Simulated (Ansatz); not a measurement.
Ge under changes of volume

One of the cells (19.607 Å³/atom); the others are scaled copies at fixed shape and fractional positions:

```
CELL_PARAMETERS angstrom
1.39715 -2.60052 0.00000
1.39715 2.60052 0.00000
0.00000 0.00000 2.69823
ATOMIC_POSITIONS crystal
Ge 0.50000 0.50000 0.00000
```

This isn't the form of Ge at room conditions, which is diamond.

- Program: Ansatz 0.2.0
- Functional: r2SCAN
- Potentials or basis: Ansatz PAW
- Cutoff: 500 eV (not typed: the program's choice for these potentials)
- k mesh: 11 × 11 × 10
- Occupations: fermi-dirac, width 0.05 eV
- Spin: no spin polarisation

```csv
volume (Å³/atom),energy over the lowest point (meV/atom),pressure (GPa)
18.431,1.20,1.3
18.823,0.00,-0.3
19.215,?,?
19.607,8.26,-3.0
19.999,17.11,-4.2
20.391,28.71,-5.2
20.783,42.75,-6.1
```

Task: What does the run at 19.215 Å³/atom give?

Result: Energy over the lowest point 2.46 meV/atom; pressure -1.7 GPa.

Worked out: A Birch-Murnaghan fit of order 3 (a polynomial in V^(-2/3)) to the other rows has its minimum at 18.75 Å³/atom with B0 = V·E''(V) = 73 GPa and B' = 3.8 at fixed shape and positions, which overstates the stiffness. It gives 2.46 meV/atom at 19.215 Å³/atom, against the run's 2.46, and -dE/dV = -1.7 GPa, against -1.7.

Energies are extrapolated to zero smearing.

Caveats: the PAW data sets come from PBE, with cores solved anew for the run's functional, which leaves a small shift of forces and pressure.
